**Problem.** Ruthenium crystallises in the hexagonal close-packed structure, hcp. The table compares it with other arrangements of the same atoms, computed with a density functional at zero temperature. The column "over lowest" gives the energy per atom above hcp.

Structures of ruthenium, computed with Ansatz 0.2.0 using the PBEsol functional, plane waves (cutoff 420 eV) and PAW datasets made for PBE, scalar-relativistic and without spin polarisation. Cell and atoms were relaxed at zero pressure within the symmetry of the start, with Gaussian smearing of 0.1 eV; energies are extrapolated to zero smearing.

| found from | space group number | atoms in cell | volume per atom (Å³) | over lowest (meV/atom) |
| --- | --- | --- | --- | --- |
| database cell | 194 | 2 | 13.32 | 0.0 |
| Sm type | 166 | 3 | 13.35 | 41.0 |
| La type | 194 | 4 | 13.37 | 84.0 |
| Ti type | 191 | 3 | 13.64 | 277.0 |
| W type | 223 | 8 | 13.74 | 423.0 |
| changed type | 139 | 2 | 14.89 | 469.0 |
| changed type | 64 | 4 | 14.28 | 643.0 |
| W type | 229 | 1 | 13.75 | 667.0 |
| Sn type | 191 | 1 | 14.50 | 911.0 |
| Sn type | 141 | 2 | 14.94 | 998.0 |
| B type | 166 | 12 | 18.20 | 1085.0 |
| Ca type | 221 | 1 | 15.25 | 1223.0 |
| Si type | 194 | 4 | 18.97 | 1335.0 |
| Si type | 227 | 2 | 19.58 | 1370.0 |
| changed type | 194 | 4 | 17.09 | 1482.0 |

Most labels name the element whose structure served as a pattern; every atom is ruthenium. Sm and La types are close-packed stackings, called 9R and dhcp. Ti type is omega, W type is A15 (space group 223) or bcc (229), and Ca type is simple cubic. Sn type is simple hexagonal (191) or beta-tin (141), B type is built of icosahedra, and Si type is diamond (227) or its hexagonal relative lonsdaleite (194).

**(a) Is a structure costly because it takes up more room, or because its atoms have fewer neighbours?**

*Solution.* Volume and energy rise together only in broad outline: on 4 of the 14 steps up in energy, the volume falls. A cleaner test takes two structures of nearly equal volume. Beta-tin and the "changed type" with space group 139 have 14.94 and 14.89 Å³ per atom, yet beta-tin lies 529 meV/atom higher. Something other than volume must separate them.

The neighbour count offers a reason. The changed structure started as the alpha-gallium type and relaxed into a more symmetric form. Its symmetry and cell edges point to square layers, stacked alternately in the hollows of the next layer and directly on top of it. An atom then has four neighbours in its own layer, four across the hollow side and one across the other, nine in all. Beta-tin in its usual shape has six.

The boron type shows the same thing from the other side. It takes up 18.20 Å³ per atom against 15.25 for simple cubic, but it is 138 meV/atom cheaper. In the boron pattern the icosahedra are empty inside, and the volume includes these cavities. Each atom of the pattern nevertheless has six or seven neighbours, no fewer than the six of simple cubic.

Among the open structures, then, the neighbour count of the ideal pattern is the better guide. Simple hexagonal, with about eight neighbours, costs less than the structures with six or seven, and these cost less than the two with four. The count puts these groups in order, but it gives neither the order within a group nor the size of the steps: simple hexagonal has only about one neighbour fewer than the layered structure, yet it costs 442 meV/atom more. The other two "changed type" rows, at 643 and 1482 meV/atom, are left out of this rule because their labels don't reveal how their atoms are bonded.

**(b) Diamond has only a third of the neighbours of hcp. Estimate what this should cost, and explain the difference from the computed value.**

*Solution.* Cohesion in ruthenium comes mainly from its d electrons. They can hop between neighbouring atoms, which spreads the atomic d level into a band. Electrons fill the lower part of the band first, so a wider band gives a larger gain in energy.

Let each atom have $Z$ neighbours, with hopping strength $h$ to each. The mean square spread of the band is the sum of the squared hoppings, $Zh^2$, so its width grows as $\sqrt{Z}\,h$. At fixed bond length and fixed filling, and with the repulsion between atoms ignored, the share of cohesion that diamond keeps is therefore

$$\sqrt{4/12}\approx 0.58 .$$

The cohesive energy of ruthenium is roughly 6.7 eV per atom, a recalled value. The predicted cost is $0.42\times 6.7\approx 2.8$ eV per atom. This is already gentler than counting bonds of fixed strength, which would take away two thirds of the cohesion. The computed cost is smaller still, 1.37 eV, about half the estimate. For simple cubic the estimate is also too high, about 2.0 eV against 1.22 eV.

The estimate left out the repulsion between neighbouring atoms. At fixed bond length this repulsion falls in proportion to $Z$, faster than the band energy, which falls only as $\sqrt{Z}$. An open structure therefore sheds much of its repulsion and loses less cohesion than the estimate says.

The estimate also held the bond length fixed, but the atoms don't. The band energy per bond varies as $\sqrt{Z}/Z=1/\sqrt{Z}$, so each bond pulls harder when there are fewer of them. The repulsion in each bond depends mainly on its length, and the balance between the two moves inwards. The computed volumes show this: the bond length falls from about 2.66 Å in hcp, taking an ideal axial ratio, to 2.48 Å in simple cubic and 2.33 Å in diamond.

Shorter bonds mean stronger hopping, which wins back part of the lost band width. In this picture an open structure pays for its lost neighbours and receives a partial refund, through the repulsion it sheds and through shorter bonds. The contraction is a computed result; that these two effects account for most of the error in the estimate is an argument from theory, and the table doesn't separate them. The estimate contains no constant adjusted to these rows, and the printed output below compares it with both structures.

**(c) Bcc is nearly as dense as hcp. Why is it so costly, and why do even the close-packed stackings differ?**

*Solution.* Compare bcc with A15. Their volumes are 13.75 and 13.74 Å³ per atom. Bcc has eight nearest neighbours and six slightly farther away, while A15 has between 13 and 14 on average. Yet bcc lies 244 meV/atom higher. Even the layered structure of part (a), which takes up more room and has only nine neighbours, is 198 meV/atom cheaper than bcc. Neither volume nor a plain count of neighbours explains this.

The width of the d band is only its first property; the second is its shape. In bcc the band has a deep valley near half filling, with many states below it and many above. A metal whose electrons just fill the lower group gains most from this shape, which is why tungsten is bcc. Ruthenium has about two more d electrons per atom, and in bcc they must enter the costly states above the valley. In hcp the states are distributed more favourably for this filling. This is the standard explanation from band theory; the energies agree with it but don't display the band itself.

The bcc value needs care in use. Bcc ruthenium is known to be mechanically unstable, and the calculation kept its cubic symmetry. Its 667 meV/atom is thus the cost of an ideal arrangement, not of a phase that could be retained by quenching. The calculation also left out magnetism, and a magnetic moment in bcc, if there is one, would lower this value.

The stackings show the influence of band shape on a finer scale. In hcp, 9R and dhcp every atom has twelve neighbours, and the volumes agree within 0.4 %. They differ in the share of "cubic" layers, those whose two adjacent layers sit in different positions: none in hcp, a third in 9R and half in dhcp. The cost rises in the same order, from 0 to 41 and 84 meV/atom.

If every cubic layer had a fixed price, dhcp would cost $1.5\times 41\approx 62$ meV/atom. The computed value is clearly higher, so the price of a cubic layer depends on how the layers around it are stacked. The d electrons respond to the arrangement beyond the nearest neighbours, even when the number of those neighbours stays the same.

The analysis program printed:

```
Neighbours, volume and energy:
            row  nominal neighbours (0 unknown)  volume above hcp (%)  over hcp (meV/atom)
  database cell                              12                     0                    0
        Sm type                              12                0.2252                   41
        La type                              12                0.3754                   84
        Ti type                              12                 2.402                  277
         W type                            13.5                 3.153                  423
   changed type                               9                 11.79                  469
   changed type                               0                 7.207                  643
         W type                              14                 3.228                  667
        Sn type                               8                 8.859                  911
        Sn type                               6                 12.16                  998
         B type                             6.5                 36.64                 1085
        Ca type                               6                 14.49                 1223
        Si type                               4                 42.42                 1335
        Si type                               4                    47                 1370
   changed type                               0                  28.3                 1482
Steps up in energy at which the volume falls (of 14): 4
9R energy per cubic layer atom (meV): 123
dhcp energy per cubic layer atom (meV): 168
bcc above A15 (meV/atom): 244
bcc above the layered I4/mmm cell (meV/atom): 198
beta-tin above the layered I4/mmm cell (meV/atom): 529
Simple cubic above boron type (meV/atom): 138
Diamond above lonsdaleite (meV/atom): 35
Bond length hcp, ideal axial ratio assumed (Å): 2.661
Shortest bond bcc (Å): 2.614
Bond length simple cubic (Å): 2.48
Bond length diamond (Å): 2.334
Diamond volume per atom if bonds stayed at the hcp length (Å³): 29
Layered cell, distance within a square layer (Å): 2.708
Layered cell, length if on-top and hollow contacts were equal (Å): 2.482
Diamond, share of cohesion kept, rough (%): 79.55
Diamond, square-root estimate of that share (%): 57.74
Simple cubic, share of cohesion kept, rough (%): 81.75
Simple cubic, square-root estimate of that share (%): 70.71
```
